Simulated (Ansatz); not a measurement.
# Nb(100) slab, 3 layers: from the cell to its phonons

Aim: the vibrations of Nb(100) slab, 3 layers, their spectra, and whether the structure is stable.

Method: DFT PBE, scalar-relativistic, plane waves, PAW, in Ansatz 0.2.0.

Most raw output is cut from this account.

## 1. The structure

The cell holds 3 atoms: 3 Nb. Its edges and angles: a = 3.300 Å, b = 3.300 Å, c = 16.300 Å, α = 90.0°, β = 90.0°, γ = 90.0°. Vacuum lies along c.

Coordinates:

```cif
data_structure
_symmetry_space_group_name_H-M 'P 1'
_symmetry_Int_Tables_number 1
_cell_length_a 3.3000
_cell_length_b 3.3000
_cell_length_c 16.3000
_cell_angle_alpha 90.000
_cell_angle_beta 90.000
_cell_angle_gamma 90.000
_cell_volume 177.51
loop_
_atom_site_label
_atom_site_type_symbol
_atom_site_fract_x
_atom_site_fract_y
_atom_site_fract_z
_atom_site_occupancy
Nb1 Nb 0.00000 0.00000 0.39877 1
Nb2 Nb 0.50000 0.50000 0.50000 1
Nb3 Nb 0.00000 0.00000 0.60123 1
```

## 2. Rough relaxation

A rough relaxation comes first, because large forces or stress need no tight tolerances yet.

The program solves this slab on a cell height of its own, 30.4 Å, in place of the one typed.

Contents of input.yaml:

```yaml
crystal:
  lattice:
    - [3.3, 0.0, 0.0]
    - [0.0, 3.3, 0.0]
    - [0.0, 0.0, 16.3]
  atoms:
    - { symbol: Nb, position: [0.0, 0.0, 0.398773] }
    - { symbol: Nb, position: [0.5, 0.5, 0.5] }
    - { symbol: Nb, position: [0.0, 0.0, 0.601227] }
  periodic: [true, true, false]
kpoints:
  mp_grid: { grid: [6, 6, 1] }
hamiltonian:
  xc: pbe
scf:
  occupations: { method: gaussian, width: 0.1 }
output:
  forces: true
  stress: true
  eigenvalues: true
relax:
  adjacent_minimum: "off"
  f_tol: 0.05
  max_steps: 80
  cell: { stress_2d_tol: 0.02 }
```

Started as:

```console
$ ansatz run input.yaml --threads 8 --pin off --max-ram 14336MiB --backend cpu --events-out ev --progress --plain --runs-dir out
```

Wall time 4.7 s (8 threads of Intel Xeon Platinum 8488C (Sapphire Rapids), shared host); peak memory 0.84 GiB; 29 s of CPU time.

Relaxation path:

| step | energy less that of the first step (eV) | largest force component (eV/Å) | volume (Å³) |
| --- | --- | --- | --- |
| 1 | 0.0000 | 1.8592 | 331.06 |
| 2 | -0.4265 | 0.2359 | 324.21 |
| 3 | -0.4306 | 0.1075 | 320.62 |
| 4 | -0.4318 | 0.0157 | 321.40 |
| 5* | -0.4315 | 0.0157 | 321.40 |

Relaxation steps marked * repeat the geometry before them on a plane-wave basis chosen anew for their cell, so energy and pressure can jump there.

The run keeps the 16 symmetry operations that it works with, so distortions that break them were not tested.

| cell as run | before | after | change |
| --- | --- | --- | --- |
| a (Å) | 3.300 | 3.252 | -1.5 % |
| b (Å) | 3.300 | 3.252 | -1.5 % |

The atoms that moved most (Å, along periodic axes as changes of fractional coordinates times the final cell, across vacuum about the mean position):

| atom | dx | dy | dz | length |
| --- | --- | --- | --- | --- |
| Nb1 | 0.000 | 0.000 | 0.171 | 0.171 |
| Nb3 | 0.000 | 0.000 | -0.171 | 0.171 |

The relaxed structure:

```
Nb
1.0
     3.25152    0.00000    0.00000
     0.00000    3.25152    0.00000
     0.00000    0.00000   30.40000
Nb
3
Direct
  0.00000 0.00000 0.21943
  0.50000 0.50000 0.26809
  0.00000 0.00000 0.31675
```

Numbers from this step:

```
gap on the k-mesh : 0 eV
area per atom     : 3.524 Å²
```

The relaxation ends with a largest force component of 0.016 eV/Å.

## 3. Bringing the structure to rest

Harmonic phonons are second derivatives at a point where the forces vanish, and they are wanted at zero stress, so atoms and cell are relaxed first.

Contents of input.yaml:

```yaml
crystal:
  lattice:
    - [3.2515185495, 0.0, 0.0]
    - [0.0, 3.2515185495, 0.0]
    - [0.0, 0.0, 30.4000004]
  atoms:
    - { symbol: Nb, position: [0.0, 0.0, 0.2194327651] }
    - { symbol: Nb, position: [0.5, 0.5, 0.2680921017] }
    - { symbol: Nb, position: [0.0, 0.0, 0.3167514384] }
  periodic: [true, true, false]
kpoints:
  mp_grid: { grid: [12, 12, 1] }
hamiltonian:
  xc: pbe
scf:
  occupations: { method: gaussian, width: 0.1 }
output:
  forces: true
  stress: true
  eigenvalues: true
  write_density: true
  write_potential: true
  elf: true
  volumetric_format: npy
relax:
  adjacent_minimum: "off"
  f_tol: 0.005
  max_steps: 80
  cell: { stress_2d_tol: 0.02 }
```

The job ended after 12 s (8 threads; peak memory 0.96 GiB; 86 s of CPU time).

The steps of the relaxation:

| step | energy less that of the first step (eV) | largest force component (eV/Å) | volume (Å³) |
| --- | --- | --- | --- |
| 1 | 0.0000 | 0.2000 | 321.40 |
| 2 | 0.0190 | 0.6223 | 327.18 |
| 3 | -0.0065 | 0.0362 | 324.23 |
| 4 | -0.0067 | 0.0146 | 325.14 |
| 5 | -0.0067 | 0.0020 | 325.06 |
| 6* | -0.0068 | 0.0021 | 325.06 |

Relaxation steps marked * repeat the geometry before them on a plane-wave basis chosen anew for their cell, so energy and pressure can jump there. Relaxation step 2 was tried and not accepted.

The run keeps the 16 symmetry operations that it works with, so distortions that break them were not tested.

| cell as run | before | after | change |
| --- | --- | --- | --- |
| a (Å) | 3.252 | 3.270 | +0.6 % |
| b (Å) | 3.252 | 3.270 | +0.6 % |

The atoms that moved most (Å, along periodic axes as changes of fractional coordinates times the final cell, across vacuum about the mean position):

| atom | dx | dy | dz | length |
| --- | --- | --- | --- | --- |
| Nb3 | 0.000 | 0.000 | -0.026 | 0.026 |
| Nb1 | 0.000 | 0.000 | 0.026 | 0.026 |

Final coordinates:

```xyz
3
Lattice="3.2700 0.0000 0.0000 0.0000 3.2700 0.0000 0.0000 0.0000 30.4000" Properties=species:S:1:pos:R:3
Nb    0.0000    0.0000    6.6963
Nb    1.6350    1.6350    8.1500
Nb    0.0000    0.0000    9.6037
```

Numbers from this step:

| Property | Result |
| --- | --- |
| area per atom | 3.564 Å² |

Valence density in the ac plane at fractional y = 1.000, with atoms of Nb within 0.2 Å of it. It is the smooth field of the valence electrons, not physical close to the nuclei.

Ten steps, logarithmic in the rise over the least value, from '0' (0.0 e/Å³) to '9' (4.4 e/Å³), each cell a mean:
```
00000000000000000
00000000000000000
00000000000000000
00000000000000000
00000000000000000
00000000000000000
00000000000000000
00000000000000000
00000000000000000
00000000000000000
00000000000000000
00000000000000000
00000000000000000
00000000000000000
00000000000000000
77654322222234567
99987544334457899
55554444444444555
99987544334457899
76654322222234566
00000000000000000
00000000000000000
00000000000000000
00000000000000000
```
Columns run along a (3.3 Å), rows up along c (30.4 Å). Atoms in or near the plane, at fractional coordinates: Nb at (0.00, 0.22), Nb at (0.00, 0.32).

ELF in the ac plane at fractional y = 1.000, with atoms of Nb within 0.2 Å of it. It is the smooth field of the valence electrons, not physical close to the nuclei.

Ten even steps from '_' (0.00) to '@' (0.68), each cell a mean:
```
__________________________________
__________________________________
__________________________________
__________________________________
__________________________________
__________________________________
__________________________________
__________________________________
__________________________________
__________________________________
__________________________________
__________________________________
__________________________________
__________________________________
____________............__________
++++++==::..::::----::::..::==++++
**##@@@@##==--==****==--==##@@@@##
====++++++****************++++++==
**%%@@@@##==--==****==--==##@@@@%%
++++==--::..::::----::::..::--==++
____________............__________
__________________________________
__________________________________
__________________________________
```
Columns run along a (3.3 Å), rows up along c (30.4 Å). Atoms in or near the plane, at fractional coordinates: Nb at (0.00, 0.22), Nb at (0.00, 0.32).

Electrostatic potential energy in the ac plane at fractional y = 1.000, with atoms of Nb within 0.2 Å of it. With pseudopotentials it is smooth inside the atoms' cores, unlike the true potential.

Ten even steps from '_' (-51 eV) to '@' (0 eV), each cell a mean:
```
@@@@@@@@@@@@@@@@@@@@@@@@@@@@@@@@@@
@@@@@@@@@@@@@@@@@@@@@@@@@@@@@@@@@@
@@@@@@@@@@@@@@@@@@@@@@@@@@@@@@@@@@
@@@@@@@@@@@@@@@@@@@@@@@@@@@@@@@@@@
@@@@@@@@@@@@@@@@@@@@@@@@@@@@@@@@@@
@@@@@@@@@@@@@@@@@@@@@@@@@@@@@@@@@@
@@@@@@@@@@@@@@@@@@@@@@@@@@@@@@@@@@
@@@@@@@@@@@@@@@@@@@@@@@@@@@@@@@@@@
@@@@@@@@@@@@@@@@@@@@@@@@@@@@@@@@@@
@@@@@@@@@@@@@@@@@@@@@@@@@@@@@@@@@@
@@@@@@@@@@@@@@@@@@@@@@@@@@@@@@@@@@
@@@@@@@@@@@@@@@@@@@@@@@@@@@@@@@@@@
@@@@@@@@@@@@@@@@@@@@@@@@@@@@@@@@@@
@@@@@@@@@@@@@@@@@@@@@@@@@@@@@@@@@@
@@@@@@@@@@@@@@@@@@@@@@@@@@@@@@@@@@
++++****%%%%@@@@@@@@@@@@%%%%****++
______..--**%%@@@@@@@@%%**--..____
######%%%%@@@@@@@@@@@@@@@@%%%%####
______..--**%%@@@@@@@@%%**--..____
++++**##%%%%@@@@@@@@@@@@%%%%##**++
@@@@@@@@@@@@@@@@@@@@@@@@@@@@@@@@@@
@@@@@@@@@@@@@@@@@@@@@@@@@@@@@@@@@@
@@@@@@@@@@@@@@@@@@@@@@@@@@@@@@@@@@
@@@@@@@@@@@@@@@@@@@@@@@@@@@@@@@@@@
```
Columns run along a (3.3 Å; values clipped at the 3rd and 97th percentile), rows up along c (30.4 Å). Atoms in or near the plane, at fractional coordinates: Nb at (0.00, 0.22), Nb at (0.00, 0.32).

## 4. Relaxing to small forces for the phonons

Phonons need a cell at rest on their own settings, so the relaxation is repeated with tight tolerances on forces and stress on the k mesh and occupations of the first response run.

input.yaml, the sections that differ from step 3:

```yaml
crystal:
  lattice:
    - [3.2699949778, 0.0, 0.0]
    - [0.0, 3.2699949778, 0.0]
    - [0.0, 0.0, 30.4000004]
  atoms:
    - { symbol: Nb, position: [0.0, 0.0, 0.2202723324] }
    - { symbol: Nb, position: [0.5, 0.5, 0.2680921017] }
    - { symbol: Nb, position: [0.0, 0.0, 0.3159118711] }
  periodic: [true, true, false]
scf:
  occupations: { method: methfessel_paxton, width: 0.15 }
relax:
  adjacent_minimum: "off"
  f_tol: 0.001
  max_steps: 60
  cell: { stress_2d_tol: 0.002 }
# kpoints, hamiltonian, output: as in step 3
```

Wall time 7.8 s (8 threads); peak memory 0.94 GiB.

Little changed from the start: no atom moved by 0.005 Å and no cell edge by 0.1 %.

ELF in the ac plane at fractional y = 0.000, with atoms of Nb within 0.2 Å of it. It is the smooth field of the valence electrons, not physical close to the nuclei.

Ten even steps from '0' (0.00) to '9' (0.69), each cell a mean:
```
00000000000000000
00000000000000000
00000000000000000
00000000000000000
00000000000000000
00000000000000000
00000000000000000
00000000000000000
00000000000000000
00000000000000000
00000000000000000
00000000000000000
00000000000000000
00000000000000000
00000011111100000
55542122332212455
67997434664347997
55555666666665555
68997434664347998
55432122332212345
00000011111100000
00000000000000000
00000000000000000
00000000000000000
```
Columns run along a (3.3 Å), rows up along c (30.4 Å). Atoms in or near the plane, at fractional coordinates: Nb at (0.00, 0.22), Nb at (0.00, 0.32).

Valence density in the ac plane at fractional y = 0.000, with atoms of Nb within 0.2 Å of it. It is the smooth field of the valence electrons, not physical close to the nuclei.

Values in e/Å³, 24 rows by 14 columns, each cell a mean:
```
0.0 0.0 0.0 0.0 0.0 0.0 0.0 0.0 0.0 0.0 0.0 0.0 0.0 0.0
0.0 0.0 0.0 0.0 0.0 0.0 0.0 0.0 0.0 0.0 0.0 0.0 0.0 0.0
0.0 0.0 0.0 0.0 0.0 0.0 0.0 0.0 0.0 0.0 0.0 0.0 0.0 0.0
0.0 0.0 0.0 0.0 0.0 0.0 0.0 0.0 0.0 0.0 0.0 0.0 0.0 0.0
0.0 0.0 0.0 0.0 0.0 0.0 0.0 0.0 0.0 0.0 0.0 0.0 0.0 0.0
0.0 0.0 0.0 0.0 0.0 0.0 0.0 0.0 0.0 0.0 0.0 0.0 0.0 0.0
0.0 0.0 0.0 0.0 0.0 0.0 0.0 0.0 0.0 0.0 0.0 0.0 0.0 0.0
0.0 0.0 0.0 0.0 0.0 0.0 0.0 0.0 0.0 0.0 0.0 0.0 0.0 0.0
0.0 0.0 0.0 0.0 0.0 0.0 0.0 0.0 0.0 0.0 0.0 0.0 0.0 0.0
0.0 0.0 0.0 0.0 0.0 0.0 0.0 0.0 0.0 0.0 0.0 0.0 0.0 0.0
0.0 0.0 0.0 0.0 0.0 0.0 0.0 0.0 0.0 0.0 0.0 0.0 0.0 0.0
0.0 0.0 0.0 0.0 0.0 0.0 0.0 0.0 0.0 0.0 0.0 0.0 0.0 0.0
0.0 0.0 0.0 0.0 0.0 0.0 0.0 0.0 0.0 0.0 0.0 0.0 0.0 0.0
0.0 0.0 0.0 0.0 0.0 0.0 0.0 0.0 0.0 0.0 0.0 0.0 0.0 0.0
0.0 0.0 0.0 0.0 0.0 0.0 0.0 0.0 0.0 0.0 0.0 0.0 0.0 0.0
1.2 1.0 0.7 0.3 0.2 0.1 0.1 0.1 0.1 0.1 0.2 0.4 0.7 1.1
4.3 4.1 3.2 1.7 0.6 0.3 0.2 0.2 0.2 0.3 0.8 1.9 3.4 4.2
0.6 0.5 0.4 0.4 0.3 0.3 0.2 0.2 0.2 0.3 0.3 0.4 0.5 0.6
4.3 4.2 3.2 1.7 0.6 0.3 0.2 0.2 0.2 0.3 0.8 1.9 3.5 4.3
1.1 0.9 0.6 0.3 0.1 0.1 0.1 0.1 0.1 0.1 0.2 0.3 0.6 1.0
0.0 0.0 0.0 0.0 0.0 0.0 0.0 0.0 0.0 0.0 0.0 0.0 0.0 0.0
0.0 0.0 0.0 0.0 0.0 0.0 0.0 0.0 0.0 0.0 0.0 0.0 0.0 0.0
0.0 0.0 0.0 0.0 0.0 0.0 0.0 0.0 0.0 0.0 0.0 0.0 0.0 0.0
0.0 0.0 0.0 0.0 0.0 0.0 0.0 0.0 0.0 0.0 0.0 0.0 0.0 0.0
```
Columns run along a (3.3 Å), rows up along c (30.4 Å). Atoms in or near the plane, at fractional coordinates: Nb at (0.00, 0.22), Nb at (0.00, 0.32).

Electrostatic potential energy in the ac plane at fractional y = 0.000, with atoms of Nb within 0.2 Å of it. With pseudopotentials it is smooth inside the atoms' cores, unlike the true potential.

Values in eV, 24 rows by 14 columns, each cell a mean:
```
  0   0   0   0   0   0   0   0   0   0   0   0   0   0
  0   0   0   0   0   0   0   0   0   0   0   0   0   0
  0   0   0   0   0   0   0   0   0   0   0   0   0   0
  0   0   0   0   0   0   0   0   0   0   0   0   0   0
  0   0   0   0   0   0   0   0   0   0   0   0   0   0
  0   0   0   0   0   0   0   0   0   0   0   0   0   0
  0   0   0   0   0   0   0   0   0   0   0   0   0   0
  0   0   0   0   0   0   0   0   0   0   0   0   0   0
  0   0   0   0   0   0   0   0   0   0   0   0   0   0
  0   0   0   0   0   0   0   0   0   0   0   0   0   0
  0   0   0   0   0   0   0   0   0   0   0   0   0   0
  0   0   0   0   0   0   0   0   0   0   0   0   0   0
  0   0   0   0   0   0   0   0   0   0   0   0   0   0
  0   0   0   0   0   0   0   0   0   0   0   0   0   0
 -1  -1  -1  -1  -1   0   0   0   0   0  -1  -1  -1  -1
-23 -22 -17 -11  -6  -3  -2  -2  -2  -4  -7 -12 -18 -22
-50 -49 -46 -35 -17  -7  -4  -3  -4  -9 -20 -37 -47 -50
-14 -12  -9  -6  -4  -3  -3  -3  -3  -3  -4  -6  -9 -12
-51 -50 -47 -35 -17  -7  -4  -3  -4  -9 -20 -38 -48 -50
-22 -20 -16 -11  -6  -3  -2  -2  -2  -4  -7 -12 -17 -21
 -1  -1  -1  -1  -1   0   0   0   0   0  -1  -1  -1  -1
  0   0   0   0   0   0   0   0   0   0   0   0   0   0
  0   0   0   0   0   0   0   0   0   0   0   0   0   0
  0   0   0   0   0   0   0   0   0   0   0   0   0   0
```
Columns run along a (3.3 Å; values clipped at the 3rd and 97th percentile), rows up along c (30.4 Å). Atoms in or near the plane, at fractional coordinates: Nb at (0.00, 0.22), Nb at (0.00, 0.32).

The largest force component left is 0.16 meV/Å, within the tolerances set.

## 5. Modes at Γ

The zone centre comes first: it holds the modes that light can see, as far as symmetry allows. No field response is asked, since the mesh shows no gap.

input.yaml, the sections that differ from step 4:

```yaml
crystal:
  lattice:
    - [3.2700320031, 0.0, 0.0]
    - [0.0, 3.2700320031, 0.0]
    - [0.0, 0.0, 30.4000004]
  atoms:
    - { symbol: Nb, position: [0.0, 0.0, 0.2202992907] }
    - { symbol: Nb, position: [0.5, 0.5, 0.2680921017] }
    - { symbol: Nb, position: [0.0, 0.0, 0.3158849128] }
  periodic: [true, true, false]
output:
  eigenvalues: true
phonons:
  method: dfpt
# kpoints, hamiltonian, scf: as in step 4
# relax: removed
```

Wall time 32 s (8 threads); peak memory 1.8 GiB; 3.8 min of CPU time.

This step gave:

```
sum-rule residual before enforcement                    : 6.62e-5 eV/Å²
point group                                             : 4/mmm
highest optical mode at the zone centre (no LO-TO term) : 257 cm⁻¹
lowest optical zone-centre mode                         : 104.1 cm⁻¹
```

Patterns of degenerate modes are one choice out of their space. Modes at Γ:

| mode | frequency (cm⁻¹) | symmetry |
| --- | --- | --- |
| 1 | 0.0 | acoustic |
| 2 | 0.0 | acoustic |
| 3 | 0.0 | acoustic |
| 4 | 104.1 | Eg |
| 5 | 104.1 | Eg |
| 6 | 210.3 | A1g |
| 7 | 240.3 | Eu |
| 8 | 240.3 | Eu |
| 9 | 257.0 | A2u |

Displacements in mode 4 (104.1 cm⁻¹), the largest set to 1:
```
Nb1  0.00  1.00  0.00
Nb2  0.00  0.00  0.00
Nb3  0.00 -1.00  0.00
```

Displacements in mode 6 (210.3 cm⁻¹), the largest set to 1:
```
Nb1  0.00  0.00  1.00
Nb2  0.00  0.00  0.00
Nb3  0.00  0.00 -1.00
```

Before it was imposed, the acoustic sum rule was missed by 6.6e-5 eV/Å². Small misses are needed for a sound result but don't prove that mesh and cutoff are converged. The lowest optical mode is real, 104 cm⁻¹.

## 6. Phonons on a q mesh

Stability and thermal properties need the whole zone. Linear response on a 4×4×1 q mesh gives force constants as far as a supercell of that size would.

input.yaml: that of step 5 with these lines changed.

```diff
@@ -20 +20,6 @@
   method: dfpt
+  qmesh: [4, 4, 1]
+  temperatures: { t_max: 1000, t_step: 50 }
+  qpath:
+    path: [[0.0, 0.0, 0.0], [0.0, 0.5, 0.0], [0.5, 0.5, 0.0], [0.0, 0.0, 0.0]]
+    npoints: 10
```

Run time: 4.5 min. Hardware: 8 threads; peak memory 3 GiB.

This step gave:

```yaml
sum_rule_residual_before_enforcement: 5.59e-5 eV/Å²
lowest_frequency_on_the_path: -11.70 cm⁻¹
highest_frequency_on_the_path_or_at_a_solved_wavevector: 272.9 cm⁻¹
lowest_mode_on_the_q_mesh_acoustic_modes_at_gamma_apart: 34.66 cm⁻¹
```

Frequencies (cm⁻¹) solved at each irreducible wavevector; negative means imaginary. Frequencies by wavevector, by row:

| q in reciprocal lattice units | star | mode 1 | mode 2 | mode 3 | mode 4 | mode 5 | mode 6 | mode 7 | mode 8 | mode 9 |
| --- | --- | --- | --- | --- | --- | --- | --- | --- | --- | --- |
| 0 0 0 | 1 | 0 | 0 | 0 | 104.1 | 104.1 | 210.3 | 240.3 | 240.3 | 257 |
| 0 0.25 0 | 4 | 34.7 | 52.1 | 100.3 | 117.4 | 146 | 179.8 | 221.7 | 238.2 | 238.2 |
| 0 -0.5 0 | 2 | 55.5 | 104 | 122 | 151.7 | 153.1 | 155.1 | 182.8 | 209.3 | 269 |
| 0.25 0.25 0 | 4 | 67.2 | 105 | 113.4 | 122.2 | 143.5 | 165.9 | 225.7 | 239.8 | 247.8 |
| 0.25 -0.5 0 | 4 | 75.9 | 114.5 | 131.2 | 132.6 | 162.1 | 167.8 | 197.9 | 225.3 | 271.9 |
| -0.5 -0.5 0 | 1 | 106.2 | 106.2 | 133.9 | 133.9 | 170.3 | 177.5 | 203.1 | 255.7 | 255.7 |

Interpolated from a 4×4×1 q mesh. Phonon branches along the path, in cm⁻¹:

| point | branch 1 | branch 2 | branch 3 | branch 4 | branch 5 | branch 6 | branch 7 | branch 8 | branch 9 |
| --- | --- | --- | --- | --- | --- | --- | --- | --- | --- |
| Γ | 0 | 0 | 0 | 104 | 104 | 210 | 240 | 240 | 257 |
| halfway | 35 | 52 | 100 | 117 | 146 | 180 | 222 | 238 | 238 |
| X | 56 | 104 | 122 | 152 | 153 | 155 | 183 | 209 | 269 |
| halfway | 76 | 114 | 131 | 133 | 162 | 168 | 198 | 225 | 272 |
| M | 106 | 106 | 134 | 134 | 170 | 178 | 203 | 256 | 256 |
| halfway | 67 | 105 | 113 | 122 | 144 | 166 | 226 | 240 | 248 |
| Γ | 0 | 0 | 0 | 104 | 104 | 210 | 240 | 240 | 257 |

Tetrahedra on a 20×20×1 mesh, mean over bins of 5 cm-1. Interpolated from a 4×4×1 q mesh. Table of phonon density of states by wavenumber; read off at these points:

| wavenumber (cm⁻¹) | phonon density of states (1/cm⁻¹/cell) |
| --- | --- |
| -12 | 0.0023 |
| -2 | 0.00288 |
| 8 | 0.00325 |
| 18 | 0.00525 |
| 28 | 0.00889 |
| 38 | 0.0111 |
| 48 | 0.0152 |
| 58 | 0.0476 |
| 68 | 0.0183 |
| 78 | 0.0179 |
| 88 | 0.0188 |
| 98 | 0.0226 |
| 108 | 0.0518 |
| 118 | 0.0875 |
| 122 | 0.118 |
| 128 | 0.0579 |
| 132 | 0.0541 |
| 142 | 0.0270 |
| 152 | 0.0567 |
| 162 | 0.0727 |
| 172 | 0.0295 |
| 182 | 0.00963 |
| 192 | 0.0130 |
| 202 | 0.0511 |
| 212 | 0.0317 |
| 222 | 0.0306 |
| 232 | 0.0571 |
| 238 | 0.072 |
| 242 | 0.0423 |
| 252 | 0.0362 |
| 262 | 0.0299 |
| 272 | 0.0156 |

Symmetry leaves 6 wavevectors to solve. The lowest mode among them, the acoustic zeros apart, lies at q = (0, 0.25, 0) and is real, 34.7 cm⁻¹. Between them the interpolated path dips to 12i cm⁻¹.

## 7. Outcome

- space group after relaxation (within 0.01 Å): P4/mmm
- area per atom: 3.56 Å²
- electronic character: no gap on this mesh
- highest optical mode at the zone centre (no LO-TO term): 257 cm⁻¹
- lowest optical zone-centre mode: 104 cm⁻¹
- lowest mode on the q mesh (acoustic modes at Γ apart): 34.7 cm⁻¹
- highest frequency on the path or at a solved wavevector: 273 cm⁻¹
- imaginary modes on the 4×4×1 q mesh: none

In words: No mode is imaginary at the 6 irreducible wavevectors solved, but between them the interpolated path dips to 11.7i cm⁻¹, so stability is not settled. The optical modes at Γ span 104 to 257 cm⁻¹. With no gap, or one that is small against the smearing, the frequencies hang on the k mesh and the smearing, most of all near Kohn anomalies. In a sheet or slab the interpolated bending branch near Γ is rough, since the rotational sum rule isn't imposed. The starting cell was built on a prototype and not taken from a measurement. These are harmonic frequencies at zero temperature: anharmonic shifts, linewidths and thermal expansion are left out.

[Logs are printed without paths, hosts, clocks, repeated set-up lines and the standing remarks that a program may print on its own settings, such as how far it seeks lower states.]

[Hosts, paths, dates, database ids (printed as entryN), source tags and the programs' standing remarks are cut or masked in the printed files.]
